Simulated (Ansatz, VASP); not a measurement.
# Cross-check of HC10 (C(111) slab, H on the bottom face) between VASP and Ansatz

Aim: how closely do two programs agree when they are given the same cell, functional and k mesh? The cell is taken from a series of runs on this material, whose earlier steps may have relaxed, scaled, displaced or heated it; both programs get it as it stands.

Calculated with Ansatz 0.2.0; plane waves, with VASP 6.6.1 beside it; PBE.

## 1. The structure

The cell holds 99 atoms: 90 C and 9 H. Cell: a = 7.567 Å, b = 7.567 Å, c = 21.842 Å, α = 90.0°, β = 90.0°, γ = 120.0°. It derives from C (diamond-structure). As first built, before any earlier steps moved the atoms or strained the cell (in the runner's words): diamond-structure C (a = 3.567 A), (111) slab of 10 atomic planes, 3 x 3 surface cells, H on the broken bonds of the bottom face; displaced by a Gaussian of 0.02 A Then every atom was moved at random, 0.03 A r.m.s. a Cartesian component (hydrogen 0.6 of that). Vacuum lies along c.

## 2. VASP: single point, PBE, pair 1

A single point takes one fixed geometry, so differences don't come from the geometry; what else differs is listed under the comparison.

Lines of VASP's logs that name or quote its potential files are left out, and so is its time.

INCAR

```
SYSTEM = HC10
PREC = Accurate
ENCUT = 520
EDIFF = 1E-06
NELM = 120
ISMEAR = -1
SIGMA = 0.05
LREAL = Auto
ALGO = Normal
GGA = PE
NBANDS = 256
LORBIT = 11
LWAVE = .FALSE.
LCHARG = .FALSE.
ISIF = 2
LASPH = .TRUE.
GGA_COMPAT = .FALSE.
NCORE = 2
```

POSCAR

```
HC10
1.0
    7.5667500000      0.0000000000      0.0000000000
   -3.7833700000      6.5530000000      0.0000000000
    0.0000000000      0.0000000000     21.8424900000
C H
90 9
Direct
    0.4463600000      0.8941100000      0.3478600000
    0.3301300000      0.9998400000      0.3252600000
    0.2270700000      0.7754400000      0.4403500000
    0.4474500000      0.8875000000      0.4200400000
    0.3363600000      0.0012300000      0.5370700000
    0.2323700000      0.7850100000      0.5132300000
    0.4563400000      0.8977600000      0.6297800000
    0.3328100000      0.0049600000      0.6093400000
    0.2277900000      0.7784500000      0.7242700000
    0.4493300000      0.8946200000      0.7034600000
    0.4446400000      0.5542300000      0.3487600000
    0.3386700000      0.6693800000      0.3247000000
    0.2200100000      0.4416100000      0.4457600000
    0.4471800000      0.5531500000      0.4191900000
    0.3361900000      0.6714500000      0.5382100000
    0.2229100000      0.4378400000      0.5139000000
    0.4446300000      0.5544900000      0.6325900000
    0.3261200000      0.6653000000      0.6038900000
    0.2241200000      0.4493700000      0.7231300000
    0.4396000000      0.5528100000      0.6993700000
    0.7803900000      0.8881600000      0.3473100000
    0.6634800000      0.0014200000      0.3274000000
    0.5535600000      0.7778200000      0.4435300000
    0.7721000000      0.8830300000      0.4193900000
    0.6658900000      0.0093600000      0.5398100000
    0.5447000000      0.7773500000      0.5120500000
    0.7735200000      0.8906600000      0.6313400000
    0.6743700000      0.9973300000      0.6063200000
    0.5594900000      0.7800500000      0.7234900000
    0.7754500000      0.8697200000      0.7003200000
[... 63 atom lines left out ...]
    0.3329000000      0.3309500000      0.2755900000
    0.6640300000      0.6640400000      0.2743800000
    0.0026900000      0.0027200000      0.2750000000
    0.6698000000      0.3346200000      0.2742800000
    0.9959500000      0.6630300000      0.2767500000
    0.0034100000      0.3312300000      0.2764000000
```

KPOINTS

```
Automatic mesh
0
Gamma
1 1 1
0 0 0
```

PAW data sets: C and H (PBE family, release 64).

Command:

```
$ mpirun -np 8 vasp_gam
```

Numbers of over 12 decimals in the logs are rounded to 6 here.

What it wrote:

```text
[banner, memory and clock lines left out]
running    8 mpi-ranks, on    1 nodes
[...]
LDA part: xc-table for (Slater+PW92), standard interpolation
 POSCAR, INCAR and KPOINTS ok, starting setup
[...]
entering main loop
       N       E                     dE             d eps       ncg     rms          rms(c)
DAV:   1     0.334730426034E+04    0.33473E+04   -0.20399E+05   520   0.139E+03
DAV:   2    -0.480269507709E+03   -0.38276E+04   -0.36180E+04   712   0.342E+02
DAV:   3    -0.835914047645E+03   -0.35564E+03   -0.34959E+03   648   0.106E+02
DAV:   4    -0.847885305209E+03   -0.11971E+02   -0.11919E+02   712   0.208E+01
[...]
DAV:  36    -0.810788725513E+03   -0.59449E-05   -0.48839E-07   440   0.562E-04    0.133E-03
DAV:  37    -0.810788727023E+03   -0.15098E-05   -0.13150E-07   432   0.377E-04    0.528E-04
DAV:  38    -0.810788727361E+03   -0.33795E-06   -0.77996E-08   440   0.282E-04
   1 F= -.81078873E+03 E0= -.81056337E+03  d E =-.450720E+00
```

From OUTCAR (step 2):

```text
  FREE ENERGIE OF THE ION-ELECTRON SYSTEM (eV)
  ---------------------------------------------------
  free  energy   TOTEN  =      -810.7887273609 eV

  energy  without entropy=     -810.3380075461  energy(sigma->0) =     -810.56336745
```

## 3. Ansatz: single point, PBE, pair 1

Ansatz runs on its default PAW (the set named soft_2) files.

The same cell, functional, mesh and smearing now go to Ansatz, which takes its cutoff from its data sets.

input.yaml

```yaml
crystal:
  lattice:
    - [7.56675, 0.0, 0.0]
    - [-3.78337, 6.553, 0.0]
    - [0.0, 0.0, 21.84249]
  atoms:
    - { symbol: C, position: [0.44636, 0.89411, 0.34786] }
    - { symbol: C, position: [0.33013, 0.99984, 0.32526] }
    - { symbol: C, position: [0.22707, 0.77544, 0.44035] }
    - { symbol: C, position: [0.44745, 0.8875, 0.42004] }
    - { symbol: C, position: [0.33636, 0.00123, 0.53707] }
    - { symbol: C, position: [0.23237, 0.78501, 0.51323] }
    - { symbol: C, position: [0.45634, 0.89776, 0.62978] }
    - { symbol: C, position: [0.33281, 0.00496, 0.60934] }
    - { symbol: C, position: [0.22779, 0.77845, 0.72427] }
    - { symbol: C, position: [0.44933, 0.89462, 0.70346] }
    - { symbol: C, position: [0.44464, 0.55423, 0.34876] }
    - { symbol: C, position: [0.33867, 0.66938, 0.3247] }
    - { symbol: C, position: [0.22001, 0.44161, 0.44576] }
    - { symbol: C, position: [0.44718, 0.55315, 0.41919] }
    - { symbol: C, position: [0.33619, 0.67145, 0.53821] }
    - { symbol: C, position: [0.22291, 0.43784, 0.5139] }
    - { symbol: C, position: [0.44463, 0.55449, 0.63259] }
    - { symbol: C, position: [0.32612, 0.6653, 0.60389] }
    - { symbol: C, position: [0.22412, 0.44937, 0.72313] }
    - { symbol: C, position: [0.4396, 0.55281, 0.69937] }
    - { symbol: C, position: [0.78039, 0.88816, 0.34731] }
    - { symbol: C, position: [0.66348, 0.00142, 0.3274] }
    - { symbol: C, position: [0.55356, 0.77782, 0.44353] }
    - { symbol: C, position: [0.7721, 0.88303, 0.41939] }
    - { symbol: C, position: [0.66589, 0.00936, 0.53981] }
    - { symbol: C, position: [0.5447, 0.77735, 0.51205] }
    - { symbol: C, position: [0.77352, 0.89066, 0.63134] }
    - { symbol: C, position: [0.67437, 0.99733, 0.60632] }
    - { symbol: C, position: [0.55949, 0.78005, 0.72349] }
    - { symbol: C, position: [0.77545, 0.86972, 0.70032] }
[... 63 atom lines left out ...]
    - { symbol: H, position: [0.3329, 0.33095, 0.27559] }
    - { symbol: H, position: [0.66403, 0.66404, 0.27438] }
    - { symbol: H, position: [0.00269, 0.00272, 0.275] }
    - { symbol: H, position: [0.6698, 0.33462, 0.27428] }
    - { symbol: H, position: [0.99595, 0.66303, 0.27675] }
    - { symbol: H, position: [0.00341, 0.33123, 0.2764] }
kpoints:
  mp_grid: { grid: [1, 1, 1] }
hamiltonian:
  xc: pbe
scf:
  occupations: { method: fermi_dirac, width: 0.05 }
output:
  forces: true
  eigenvalues: true
  populations: true
```

Command:

```
$ ansatz run input.yaml --threads 4 --pin off --max-ram 8192MiB --backend cpu --events-out ev --progress --plain --runs-dir out
```

What it wrote:

```text
Engine: ansatz 0.2.0, x86_64-unknown-linux-gnu
Pseudopotentials: kind: paw
Pseudopotential: C, paw, valence charge 4, recommended cutoff 420 eV (normal), C.paw.azcp
Pseudopotential: H, paw, valence charge 1, recommended cutoff 420 eV (normal), H.paw.azcp
Functional definition: PBE
  parameter kappa = 0.804
  parameter beta = 0.066725
  exchange = pbe_x(kappa = kappa, mu = beta*pi^2/3)
  correlation = pbe_c(beta = beta)
Crystal: 99 atoms, lattice volume = 1083.058 Å³
Basis set: ecut = 420 eV, 21193 PW (Γ), exchange–correlation on 108×108×300 points (8 copies of the dense FFT grid, shifted against one another)
Bands: 284, of which v1, the nominal top of the filled ones, is band 185 counted from 1 (184 counted from 0)
Symmetry: 1 space group operations
Space group: P1 (ITA 1), of the structure as read, at distance tolerance 1.0e-4 Å
k-points: 1
Non-local potential: C, projectors of the file, l = 0: 2, l = 1: 2, l = 2: 1
Non-local potential: H, projectors of the file, l = 0: 2, l = 1: 1
PAW form: soft (Blöchl's): semilocal exchange-correlation on the pseudo side does not see the compensation charge
PAW one-centre angular grid: C, 110 points (default); XC on 64 Gauss nodes
PAW one-centre angular grid: H, 110 points (default); XC on 64 Gauss nodes
Initial density: superposition of atomic densities (neutral atoms: chi_scale 0, normalization atom), corrected by the library's trained network
Initial wavefunctions: pseudopotential atomic-orbital guess
Functional: x = pbe(κ = 0.804, μ = 0.219515), c = pbe(β = 0.066725)
SCF iter   1: F=—  HF=-22679.428135 eV  |F-HF|=—  |Δ(HF+E_count)|=         —  Δρ=2.77e-2  dr2=1.03e2  ethr=1.77e-3  ⟨swp⟩=7.0  Hψ=1468  notcnv=0  defer=80
preconditioner: auto → LDOS  [metal: Δε(μ)=0.084 eV  Ē_g=15.805 eV  σ=0.050 eV  W_gap=0.35  n_scr=224 (ndim 8)  ℏωp=21.7 eV  f_vac=0.439  D(μ)=35.49/eV (n_scr^D=250)  β→1.0]
SCF iter   2: F=—  HF=-22677.919882 eV  |F-HF|=—  |Δ(HF+E_count)|=    1.51e0  Δρ=1.56e-2  dr2=5.13e0  ethr=1.77e-3  ⟨swp⟩=3.0  Hψ=391  notcnv=0  defer=87
SCF iter   3: F=—  HF=-22677.907172 eV  |F-HF|=—  |Δ(HF+E_count)|=   1.27e-2  Δρ=1.07e-2  dr2=2.98e0  ethr=1.39e-3  ⟨swp⟩=3.0  Hψ=433  notcnv=0  defer=88
SCF iter   4: F=—  HF=-22677.656980 eV  |F-HF|=—  |Δ(HF+E_count)|=   2.50e-1  Δρ=8.28e-3  dr2=1.90e0  ethr=8.09e-4  ⟨swp⟩=4.0  Hψ=332  notcnv=0  defer=88
SCF iter   5: F=—  HF=-22677.618043 eV  |F-HF|=—  |Δ(HF+E_count)|=   3.89e-2  Δρ=5.35e-3  dr2=9.39e-1  ethr=5.14e-4  ⟨swp⟩=3.0  Hψ=336  notcnv=0  defer=87
SCF iter   6: F=—  HF=-22677.562637 eV  |F-HF|=—  |Δ(HF+E_count)|=   5.54e-2  Δρ=3.18e-3  dr2=4.90e-1  ethr=2.54e-4  ⟨swp⟩=3.0  Hψ=257  notcnv=0  defer=87
SCF iter   7: F=—  HF=-22677.549990 eV  |F-HF|=—  |Δ(HF+E_count)|=   1.26e-2  Δρ=2.20e-3  dr2=3.13e-1  ethr=1.33e-4  ⟨swp⟩=2.0  Hψ=205  notcnv=0  defer=87
SCF iter   8: F=—  HF=-22677.528123 eV  |F-HF|=—  |Δ(HF+E_count)|=   2.19e-2  Δρ=1.53e-3  dr2=1.67e-1  ethr=8.48e-5  ⟨swp⟩=2.0  Hψ=349  notcnv=0  defer=87
SCF iter   9: F=—  HF=-22677.512917 eV  |F-HF|=—  |Δ(HF+E_count)|=   1.52e-2  Δρ=9.58e-4  dr2=5.80e-2  ethr=4.52e-5  ⟨swp⟩=2.0  Hψ=328  notcnv=0  defer=88
SCF iter  10: F=—  HF=-22677.506384 eV  |F-HF|=—  |Δ(HF+E_count)|=   6.53e-3  Δρ=6.28e-4  dr2=1.18e-2  ethr=1.57e-5  ⟨swp⟩=2.0  Hψ=343  notcnv=0  defer=88
SCF iter  11: F=—  HF=-22677.505231 eV  |F-HF|=—  |Δ(HF+E_count)|=   1.15e-3  Δρ=4.74e-4  dr2=5.63e-3  ethr=3.21e-6  ⟨swp⟩=2.0  Hψ=366  notcnv=0  defer=88
SCF iter  12: F=—  HF=-22677.504599 eV  |F-HF|=—  |Δ(HF+E_count)|=   6.31e-4  Δρ=3.13e-4  dr2=1.82e-3  ethr=1.53e-6  ⟨swp⟩=2.0  Hψ=343  notcnv=0  defer=88
SCF iter  13: F=—  HF=-22677.504528 eV  |F-HF|=—  |Δ(HF+E_count)|=   7.15e-5  Δρ=2.28e-4  dr2=9.24e-4  ethr=4.93e-7  ⟨swp⟩=2.0  Hψ=339  notcnv=0  defer=88
SCF iter  14: F=—  HF=-22677.504525 eV  |F-HF|=—  |Δ(HF+E_count)|=   2.95e-6  Δρ=1.65e-4  dr2=4.93e-4  ethr=2.50e-7  ⟨swp⟩=2.0  Hψ=373  notcnv=0  defer=88
SCF iter  15: F=—  HF=-22677.504551 eV  |F-HF|=—  |Δ(HF+E_count)|=   2.61e-5  Δρ=9.63e-5  dr2=1.66e-4  ethr=1.34e-7  ⟨swp⟩=2.0  Hψ=302  notcnv=0  defer=88
SCF iter  16: F=—  HF=-22677.504554 eV  |F-HF|=—  |Δ(HF+E_count)|=   3.44e-6  Δρ=5.27e-5  dr2=4.93e-5  ethr=4.51e-8  ⟨swp⟩=2.0  Hψ=340  notcnv=0  defer=88
SCF iter  17: F=—  HF=-22677.504501 eV  |F-HF|=—  |Δ(HF+E_count)|=   5.36e-5  Δρ=3.39e-5  dr2=2.00e-5  ethr=1.34e-8  ⟨swp⟩=2.0  Hψ=335  notcnv=0  defer=88
SCF iter  18: F=—  HF=-22677.504505 eV  |F-HF|=—  |Δ(HF+E_count)|=   4.59e-6  Δρ=2.24e-5  dr2=1.08e-5  ethr=5.42e-9  ⟨swp⟩=2.0  Hψ=300  notcnv=0  defer=88
SCF iter  19: F=—  HF=-22677.504507 eV  |F-HF|=—  |Δ(HF+E_count)|=   1.36e-6  Δρ=1.53e-5  dr2=6.16e-6  ethr=2.93e-9  ⟨swp⟩=3.0  Hψ=388  notcnv=0  defer=88
SCF iter  20: F=—  HF=-22677.504507 eV  |F-HF|=—  |Δ(HF+E_count)|=   1.38e-7  Δρ=1.08e-5  dr2=3.88e-6  ethr=1.67e-9  ⟨swp⟩=2.0  Hψ=219  notcnv=0  defer=88
[...]
atom  32  C      1.31553250    -1.85860728     3.23617494
  atom  33  C      1.22322191    -1.34542656     3.51557210
  atom  34  C      1.47838173     0.63991228     0.23318366
  atom  35  C      0.33298654    -1.64834892     2.19939889
  atom  36  C     -1.81067705    -0.00338322    -2.15707181
  atom  37  C     -0.29134656    -0.36105425     1.16481595
  atom  38  C      0.70393620     1.74440374    -1.98956242
  atom  39  C      0.95389852    -1.70542075    -3.99797491
  atom  40  C      0.35629364     1.62383633     5.08787568
  atom  41  C     -1.75473095    -0.49646627    -1.62058340
  atom  42  C      1.29990341     0.33317731     0.61512405
  atom  43  C      1.02232111     0.46650105    -0.17506228
  atom  44  C      1.18362059     0.66641722     0.47563383
  atom  45  C     -0.21038530     2.93733927     1.37634937
  atom  46  C      0.41923944    -2.73562062    -0.19416783
  atom  47  C      4.04176558    -2.51881096     0.13082874
  atom  48  C     -5.94868280    -0.76986737    -2.60691069
  atom  49  C     -0.05628741    -0.43207144    -4.14880134
  atom  50  C      1.16772762     0.68702382     5.34715709
  atom  51  C     -0.23661575     0.15355302     1.61774908
  atom  52  C     -1.22138998    -0.02225803    -0.08800382
  atom  53  C      0.89434982     0.43399307     0.19160729
  atom  54  C      0.12578258    -1.53584108    -1.71449767
  atom  55  C      0.32668044     1.51777646    -0.30314557
[...]
atom  92  H      0.34239505     0.34423193     0.82106795
  atom  93  H     -0.20420129     0.19903981     1.13262442
  atom  94  H     -0.10459073     0.21289708    -1.80361285
  atom  95  H      0.00028007    -0.07999976     0.11581437
  atom  96  H     -0.02156576     0.12170577     0.08111480
  atom  97  H      0.02738256     0.23190867    -0.29593112
  atom  98  H     -0.18310587     0.02737252    -1.33672321
  atom  99  H     -0.04326962    -0.13898724    -2.17193546
  max |Σ_I F_I| component: 2.33e-4 eV/Å
--- Band table (eV) ---
  k-point 0: bands = [... 181 lower, 4.5839, 4.6070, 4.6223, 4.6286, 4.6488, 4.7052, 4.7327, 4.8895, ... 95 higher]
--- Löwdin populations: 99 sites ---
  site symbol       q [e]
     0      C      3.9613
     1      C      4.1419
     2      C      3.9821
     3      C      3.9844
     4      C      3.9765
     5      C      3.9877
     6      C      3.9530
     7      C      3.9819
     8      C      3.9665
     9      C      3.9893
    10      C      3.9632
    11      C      4.1251
    12      C      3.9853
    13      C      3.9879
    14      C      3.9765
    15      C      3.9841
    16      C      3.9750
    17      C      3.9910
    18      C      3.9700
    19      C      3.9926
    20      C      3.9589
    21      C      4.1195
    22      C      3.9853
    23      C      3.9876
[...]
91      H      0.8593
    92      H      0.8718
    93      H      0.8214
    94      H      0.8460
    95      H      0.8455
    96      H      0.8375
    97      H      0.8287
    98      H      0.8191
  spilling = 0.004885 (of n_electrons = 369.000000)
```

## 4. Differences

Known differences besides the potentials themselves: the cutoff is 420 eV in Ansatz and 520 eV in VASP (PREC = Accurate, projectors in real space). Total energies have different zeros and are not compared.

Forces on 9 of the 99 atoms, those with the largest forces and the largest differences (eV/Å; atoms numbered as in POSCAR):

```tsv
atom	Ansatz x, y, z	VASP x, y, z
C18	3.060, 1.563, 4.682	3.076, 1.572, 4.699
C20	0.691, 0.680, 5.897	0.707, 0.688, 5.921
C25	4.671, -3.264, -2.849	4.696, -3.284, -2.861
C30	-3.011, 4.247, 4.124	-3.022, 4.273, 4.122
C48	-5.949, -0.770, -2.607	-5.978, -0.766, -2.627
C59	2.274, -1.447, -3.814	2.295, -1.464, -3.783
C60	0.937, -1.039, 5.402	0.940, -1.047, 5.409
C66	-4.484, 3.258, -2.303	-4.499, 3.260, -2.331
C69	-1.543, 3.465, -3.765	-1.538, 3.499, -3.733
```

The forces differ by 12 meV/Å r.m.s., which is 0.7 % of the r.m.s. force of 1.866 eV/Å (both taken over all components). Where the cell holds vacuum, a pressure given here is an average over it and none of the material.

[end of part 1 of 2]

[Lines on the potential files, build, host, timing and source positions are cut from VASP's logs without a mark.]

[Logs are printed without paths, hosts, clocks, repeated set-up lines and the standing remarks that a program may print on its own settings, such as how far it seeks lower states.]

[Hosts, paths, dates, database ids (printed as entryN), source tags and the programs' standing remarks are cut or masked in the printed files.]
